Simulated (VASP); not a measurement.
# Al2O3 (P-6m2) in VASP: further runs, part 2 of 2

VASP 6.6.1. The steps go on from the part before.

**3. Dielectric tensor, LDA**

Input file INCAR:

```
  ALGO = Normal
  EDIFF = 1E-8
  ENCUT = 400
  GGA = CA
  ISIF = 2
  ISMEAR = 0
  LASPH = True
  LCHARG = False
  LEPSILON = True
  LREAL = False
  LWAVE = False
  NELM = 100
  PREC = Accurate
  SIGMA = 0.1
```

Input file KPOINTS:

```
k-points
0
Gamma
  10 10 3
```

Input file POSCAR:

```
Al2O3
1.0
    2.8843249483      0.0000000000      0.0000000000
   -1.4421624742      2.4978986780      0.0000000000
    0.0000000000      0.0000000000      9.3367544600
Al O
2 3
Direct
    0.0000000000      0.0000000000      0.8500076700
    0.0000000000      0.0000000000      0.1499923300
    0.3333333333      0.6666666667      0.7776830800
    0.6666666667      0.3333333333      0.0000000000
    0.3333333333      0.6666666667      0.2223169200
```

Potentials or basis: VASP PAW LDA potentials, release 64 (Al, O).

Run with:

```
> cat potpaw_LDA.64/Al/POTCAR potpaw_LDA.64/O/POTCAR > POTCAR
> mpirun -np 1 vasp_std > vasp.out
```

OUTCAR:

```text
EDIFF = 1E-8
   ENCUT = 400
   GGA = CA
   ISIF = 2
   ISMEAR = 0
   LASPH = True
   LEPSILON = True
   LREAL = False
   NELM = 100
   PREC = Accurate

 Found     28 irreducible k-points:

 Following reciprocal coordinates:
            Coordinates               Weight
  0.000000  0.000000  0.000000      1.000000
  0.100000  0.000000  0.000000      6.000000
  0.200000  0.000000  0.000000      6.000000
  0.300000 -0.000000  0.000000      6.000000
  0.400000 -0.000000  0.000000      6.000000
  0.500000  0.000000  0.000000      3.000000
   k-points           NKPTS =     28   k-points in BZ     NKDIM =     28   number of bands    NBANDS=     16
   number of dos      NEDOS =    301   number of ions     NIONS =      5
   total plane-waves  NPLWV =  25600
   dimension x,y,z NGX =    20 NGY =   20 NGZ =   64
   dimension x,y,z NGXF=    40 NGYF=   40 NGZF=  128
   ions per type =               2   3
   NGX,Y,Z   is equivalent  to a cutoff of  11.53, 11.53, 11.40 a.u.
   NGXF,Y,Z  is equivalent  to a cutoff of  23.06, 23.06, 22.79 a.u.
 SYSTEM =  unknown system
   PREC   = accura    normal or accurate (medium, high low for compatibility)
   ISTART =      0    job   : 0-new  1-cont  2-samecut
   ICHARG =      2    charge: 1-file 2-atom 10-const
   ISPIN  =      1    spin polarized calculation?
   LNONCOLLINEAR =      F non collinear calculations
   LSORBIT =      F    spin-orbit coupling
   LASPH  =      T    aspherical Exc in radial PAW
   ENCUT  =  400.0 eV  29.40 Ry    5.42 a.u.   4.70  4.70 15.23*2*pi/ulx,y,z
   NELM   =    100;   NELMIN=  2; NELMDL= -5     # of ELM steps
   EDIFF  = 0.1E-07   stopping-criterion for ELM
   LREAL  =      F    real-space projection
   EDIFFG = 0.1E-06   stopping-criterion for IOM
   NSW    =      0    number of steps for IOM
   IBRION =     -1    ionic relax: 0-MD 1-quasi-New 2-CG
   NFREE  =      0    steps in history (QN), initial steepest desc. (CG)
   ISIF   =      2    stress and relaxation
   ISYM   =      2    0-nonsym 1-usesym 2-fastsym
   POTIM  = 0.5000    time-step for ionic-motion
   TEBEG  =    0.0;   TEEND  =   0.0 temperature during run
   PSTRESS=    0.0 pullay stress
   NELECT =      24.0000    total number of electrons
   NUPDOWN=      -1.0000    fix difference up-down
   EMIN   =  10.00;   EMAX   =-10.00  energy-range for DOS
   EFERMI =   0.00;   METHOD = LEGACY
   ISMEAR =     0;   SIGMA  =   0.10  broadening in eV -4-tet -1-fermi 0-gaus
   EFERMI_NEDOS =   21; number of points for ismear=-14 and -15
   IALGO  =     38    algorithm
   IMIX   =      4    mixing-type and parameters
     AMIX     =   0.40;   BMIX     =  1.00
     AMIX_MAG =   1.60;   BMIX_MAG =  1.00
  volume/ion in A,a.u.               =      13.45        90.79
  Fermi-wavevector in a.u.,A,eV,Ry     =   1.161111  2.194181 18.343074  1.348178
  Thomas-Fermi vector in A             =   2.297686
   LORBIT       =      0    0 simple, 1 ext, 2 COOP (PROOUT), +10 PAW based schemes
   GGA     = CA    functional components
   LHFCALC =     F    Hartree Fock is set to
   AEXX    =    0.0000 exact exchange contribution
   IVDW    =     0    specifies the selected vdW correction
   LEPSILON=     T    determine dielectric tensor
   LRPA    =     F    only Hartree local field effects (RPA)
 non-spin polarized calculation
 Gauss-broadening in eV      SIGMA  =   0.10
[... 138 lines left out ...]
  in kB     -111.1753469   -111.1753469    -92.4038585      0.0000000      0.0000000     -0.0000000
  external PRESSURE =    -104.9181841 kB  Pullay stress =       0.0000000 kB

 VOLUME and BASIS-vectors are now :
 -----------------------------------------------------------------------------
  energy-cutoff  :      400.00
  volume of cell :       67.27
      direct lattice vectors                 reciprocal lattice vectors
     2.884324948  0.000000000  0.000000000     0.346701574  0.200168247  0.000000000
    -1.442162474  2.497898678  0.000000000     0.000000000  0.400336494  0.000000000
     0.000000000  0.000000000  9.336754460     0.000000000  0.000000000  0.107103598

 POSITION                                       TOTAL-FORCE (eV/Angst)
 -----------------------------------------------------------------------------------
      0.00000      0.00000      7.93631        -0.000000      0.000000     -0.019067
      0.00000      0.00000      1.40044         0.000000     -0.000000      0.019067
     -0.00000      1.66527      7.26104        -0.000000      0.000000      0.487772
      1.44216      0.83263      0.00000         0.000000      0.000000     -0.000000
     -0.00000      1.66527      2.07572        -0.000000     -0.000000     -0.487772
 -----------------------------------------------------------------------------------
    total drift:                               -0.000000      0.000000     -0.000000

  FREE ENERGIE OF THE ION-ELECTRON SYSTEM (eV)
  ---------------------------------------------------
  free  energy   TOTEN  =       -40.1654874205 eV

  energy  without entropy=      -40.1654874205  energy(sigma->0) =      -40.16548742

 HEAD OF MICROSCOPIC STATIC DIELECTRIC TENSOR (INDEPENDENT PARTICLE, excluding Hartree and local field effects)
 ------------------------------------------------------
           2.796970    -0.000000     0.000000
          -0.000000     2.796970     0.000000
           0.000000    -0.000000     2.615465
 ------------------------------------------------------

 Free energy of the ion-electron system (eV)
  ---------------------------------------------------
  ---------------------------------------------------
  free energy    TOTEN  =        -0.33603049 eV

  energy without entropy =       -0.33603049

------------------------ aborting loop because EDIFF is reached ----------------------------------------

--------------------------------------- Ionic step        2  -------------------------------------------

------------------------ aborting loop because EDIFF is reached ----------------------------------------

--------------------------------------- Ionic step        3  -------------------------------------------

 Free energy of the ion-electron system (eV)
  ---------------------------------------------------
  ---------------------------------------------------
  free energy    TOTEN  =        -0.18845838 eV

  energy without entropy =       -0.18845838

------------------------ aborting loop because EDIFF is reached ----------------------------------------

 PIEZOELECTRIC TENSOR FIELD DIRECTION 3  (e Angst)
 -----------------------------------------------------------------------------
    -0.00007 -0.00000  0.00000           ( -0.00000  0.00000 -0.00000)
     0.00000 -0.00007  0.00000           (  0.00000 -0.00000 -0.00000)
     0.00000 -0.00000  0.00018           ( -0.00000 -0.00000 -0.00000)

 PIEZOELECTRIC TENSOR FIELD DIRECTION 3  (C/m^2)
 -----------------------------------------------------------------------------
    -0.00002 -0.00000  0.00000
     0.00000 -0.00002  0.00000
     0.00000 -0.00000  0.00004

 MACROSCOPIC STATIC DIELECTRIC TENSOR (including local field effects in DFT)
 ------------------------------------------------------
           2.695243    -0.000000    -0.000000
          -0.000000     2.695243     0.000000
           0.000000     0.000000     1.942090
 ------------------------------------------------------

 PIEZOELECTRIC TENSOR (including local field effects)  for field in x, y, z        (e  Angst)
          XX          YY          ZZ          XY          YZ          ZX
  --------------------------------------------------------------------------------
  x     0.00000    -0.00000    -0.00000    -0.06676     0.00000     0.00000
  y    -0.06676     0.06676    -0.00000    -0.00000     0.00000     0.00000
  z     0.00000     0.00000     0.00000     0.00000     0.00000     0.00000

 PIEZOELECTRIC TENSOR (including local field effects)  for field in x, y, z        (C/m^2)
          XX          YY          ZZ          XY          YZ          ZX
  --------------------------------------------------------------------------------
  x     0.00000    -0.00000    -0.00000    -0.01590     0.00000     0.00000
  y    -0.01590     0.01590    -0.00000    -0.00000     0.00000     0.00000
  z     0.00000     0.00000     0.00000     0.00000     0.00000     0.00000

 BORN EFFECTIVE CHARGES (including local field effects) (in |e|, cummulative output)
 ---------------------------------------------------------------------------------
 ion    1
    1     3.01592    -0.00000    -0.00000
    2    -0.00000     3.01592     0.00000
    3     0.00000     0.00000     1.51341
 ion    2
    1     3.01592    -0.00000     0.00000
    2    -0.00000     3.01592    -0.00000
    3    -0.00000    -0.00000     1.51341
 ion    3
    1    -1.89856     0.00000    -0.00000
    2     0.00000    -1.89856    -0.00000
    3    -0.00000     0.00000    -0.91188
 ion    4
    1    -2.23471     0.00000     0.00000
    2     0.00000    -2.23471    -0.00000
    3     0.00000    -0.00000    -1.20305
 ion    5
    1    -1.89856     0.00000     0.00000
    2     0.00000    -1.89856     0.00000
    3    -0.00000    -0.00000    -0.91188
```

OSZICAR:

```text
N       E                     dE             d eps       ncg     rms          rms(c)
DAV:   1     0.112600368142E+03    0.11260E+03   -0.11001E+04   896   0.109E+03
DAV:   2    -0.375652837508E+02   -0.15017E+03   -0.14585E+03  1136   0.266E+02
DAV:   3    -0.446701151168E+02   -0.71048E+01   -0.70943E+01  1184   0.695E+01
[... 12 lines left out ...]
RMM:   9    -0.188389287817E+00   -0.20333E-03   -0.32562E-04  2095   0.127E-02    0.248E-03
RMM:  10    -0.188440395840E+00   -0.51108E-04   -0.20251E-04  2057   0.569E-03    0.471E-04
RMM:  11    -0.188453918719E+00   -0.13523E-04   -0.35572E-05  2096   0.175E-03    0.463E-04
RMM:  12    -0.188460305218E+00   -0.63865E-05   -0.50701E-05  2107   0.104E-03    0.594E-05
RMM:  13    -0.188458376312E+00    0.19289E-05   -0.94523E-06  1703   0.172E-04    0.162E-05
RMM:  14    -0.188458383712E+00   -0.73997E-08   -0.19227E-06  1065   0.694E-05    0.502E-06
```

stdout:

```text
POSCAR found type information on POSCAR AlO
 POSCAR found :  2 types and       5 ions
 scaLAPACK will be used
 LDA part: xc-table for (Slater(with rela. corr.)+CA(PZ))
 , standard interpolation
 POSCAR, INCAR and KPOINTS ok, starting setup
 FFT: planning ... GRIDC
 FFT: planning ... GRID_SOFT
 FFT: planning ... GRID
 WAVECAR not read
 entering main loop
 Linear response reoptimize wavefunctions to high precision
 Linear response G [H, r] |phi>, progress :
  Direction:   1
 Linear response G [H, r] |phi>, progress :
  Direction:   2
 Linear response G [H, r] |phi>, progress :
  Direction:   3
 Linear response to external field (no local field effect), progress :
  Direction:   1
 dielectric tensor                  component  1 :     2.582    -0.479    -0.003
 Linear response to external field (no local field effect), progress :
  Direction:   2
 dielectric tensor                  component  2 :    -0.479     3.012    -0.003
 Linear response to external field (no local field effect), progress :
  Direction:   3
 dielectric tensor                  component  3 :    -0.003    -0.003     2.615
 Linear response to external field, progress :
  Direction:   1
 dielectric tensor                  component  1 :     2.695     0.000     0.001
 Linear response to external field, progress :
  Direction:   2
 dielectric tensor                  component  2 :    -0.176     2.695    -0.003
 Linear response to external field, progress :
  Direction:   3
 dielectric tensor                  component  3 :    -0.002    -0.004     1.942
 Born effective charges drift removed
```

Run time: 3.5 min. Hardware: 1 thread of AMD EPYC 9R14 (Zen 4), shared host; peak memory 0.24 GiB.

These settings aren't checked as converged: the numbers below hold their error.

What came out:

```
Band gap on the k mesh                  : 4.74 eV, indirect (least direct gap 5.00 eV)
Electronic dielectric tensor (diagonal) : 2.70, 2.70, 1.94
Born charges (mean of the diagonal)     : Al +2.52; O -1.57, -1.89 e
```

Caveat: the cutoff is under 1.25 times the usual one of these potentials, so pressure, stress and relaxed cells hold a basis-set (Pulay) error; an odd mesh through Γ misses points on the zone boundary, where band edges often lie.

**4. Dielectric tensor, LDA**

INCAR, as its differences from that of step 3:

```diff
@@ -2,3 +2,3 @@
   EDIFF = 1E-8
-  ENCUT = 400
+  ENCUT = 460
   GGA = CA
@@ -13,2 +13,2 @@
   PREC = Accurate
-  SIGMA = 0.1
+  SIGMA = 0.01
```

Input file KPOINTS:

```
k-points
0
Gamma
  12 12 4
```

POSCAR is that of step 3.

Potentials or basis: VASP PAW LDA potentials, release 64 (Al, O).

Run with:

```
> cat potpaw_LDA.64/Al/POTCAR potpaw_LDA.64/O/POTCAR > POTCAR
> mpirun -np 1 vasp_std > vasp.out
```

OUTCAR:

```text
EDIFF = 1E-8
   ENCUT = 460
   GGA = CA
   ISIF = 2
   ISMEAR = 0
   LASPH = True
   LEPSILON = True
   LREAL = False
   NELM = 100
   PREC = Accurate

 Found     57 irreducible k-points:

 Following reciprocal coordinates:
            Coordinates               Weight
  0.000000  0.000000  0.000000      1.000000
  0.083333  0.000000  0.000000      6.000000
  0.166667  0.000000  0.000000      6.000000
  0.250000  0.000000  0.000000      6.000000
  0.333333 -0.000000  0.000000      6.000000
  0.416667  0.000000  0.000000      6.000000
   k-points           NKPTS =     57   k-points in BZ     NKDIM =     57   number of bands    NBANDS=     16
   number of dos      NEDOS =    301   number of ions     NIONS =      5
   total plane-waves  NPLWV =  28000
   dimension x,y,z NGX =    20 NGY =   20 NGZ =   70
   dimension x,y,z NGXF=    40 NGYF=   40 NGZF=  140
   ions per type =               2   3
   NGX,Y,Z   is equivalent  to a cutoff of  11.53, 11.53, 12.46 a.u.
   NGXF,Y,Z  is equivalent  to a cutoff of  23.06, 23.06, 24.93 a.u.
 SYSTEM =  unknown system
   PREC   = accura    normal or accurate (medium, high low for compatibility)
   ISTART =      0    job   : 0-new  1-cont  2-samecut
[... 237 lines left out ...]

 PIEZOELECTRIC TENSOR FIELD DIRECTION 3  (e Angst)
 -----------------------------------------------------------------------------
    -0.00015  0.00000 -0.00000           ( -0.00000  0.00000  0.00000)
    -0.00000 -0.00015  0.00000           (  0.00000 -0.00000  0.00000)
     0.00000 -0.00000  0.00041           (  0.00000  0.00000 -0.00000)

 PIEZOELECTRIC TENSOR FIELD DIRECTION 3  (C/m^2)
 -----------------------------------------------------------------------------
    -0.00004  0.00000 -0.00000
    -0.00000 -0.00004  0.00000
     0.00000 -0.00000  0.00010

 MACROSCOPIC STATIC DIELECTRIC TENSOR (including local field effects in DFT)
 ------------------------------------------------------
           2.700062    -0.000000    -0.000000
          -0.000000     2.700062    -0.000000
           0.000000     0.000000     1.944668
 ------------------------------------------------------

 PIEZOELECTRIC TENSOR (including local field effects)  for field in x, y, z        (e  Angst)
          XX          YY          ZZ          XY          YZ          ZX
  --------------------------------------------------------------------------------
  x     0.00000    -0.00000    -0.00000    -0.07118     0.00000     0.00000
  y    -0.07118     0.07118     0.00000    -0.00000     0.00000     0.00000
  z     0.00000     0.00000     0.00000    -0.00000     0.00000     0.00000

 PIEZOELECTRIC TENSOR (including local field effects)  for field in x, y, z        (C/m^2)
          XX          YY          ZZ          XY          YZ          ZX
  --------------------------------------------------------------------------------
  x     0.00000    -0.00000    -0.00000    -0.01695     0.00000     0.00000
  y    -0.01695     0.01695     0.00000    -0.00000     0.00000     0.00000
  z     0.00000     0.00000     0.00000    -0.00000     0.00000     0.00000

 BORN EFFECTIVE CHARGES (including local field effects) (in |e|, cummulative output)
 ---------------------------------------------------------------------------------
 ion    1
    1     3.01938    -0.00000     0.00000
    2    -0.00000     3.01938    -0.00000
    3    -0.00000    -0.00000     1.51912
 ion    2
    1     3.01938    -0.00000    -0.00000
    2    -0.00000     3.01938     0.00000
    3     0.00000    -0.00000     1.51912
 ion    3
    1    -1.90056     0.00000    -0.00000
    2     0.00000    -1.90056     0.00000
    3     0.00000     0.00000    -0.91605
 ion    4
    1    -2.23764     0.00000    -0.00000
    2     0.00000    -2.23764     0.00000
    3     0.00000     0.00000    -1.20613
 ion    5
    1    -1.90056     0.00000     0.00000
    2     0.00000    -1.90056     0.00000
    3    -0.00000    -0.00000    -0.91605
```

Run time: 8 min. Hardware: 1 thread of AMD EPYC 9R14 (Zen 4), shared host; peak memory 0.45 GiB.

These settings aren't checked as converged: the numbers below hold their error.

What came out:

```
Band gap on the k mesh                  : 4.75 eV, indirect (least direct gap 4.99 eV)
Electronic dielectric tensor (diagonal) : 2.70, 2.70, 1.94
Born charges (mean of the diagonal)     : Al +2.52; O -1.57, -1.89 e
```

Caveat: the cutoff is under 1.25 times the usual one of these potentials, so pressure, stress and relaxed cells hold a basis-set (Pulay) error.

**5. For comparison**

An earlier run on the cell as given: functional PBE; potentials or basis VASP PAW PBE potentials, release 64 (Al, O); cutoff 520 eV; k mesh 11 × 11 × 3; occupations fermi-dirac, width 0.05 eV; no spin polarisation.

- Pressure: 0.1 GPa
- Largest force: 0.012 eV/Å
- Band gap on the k mesh: 4.77 eV, indirect (least direct gap 5.01 eV)
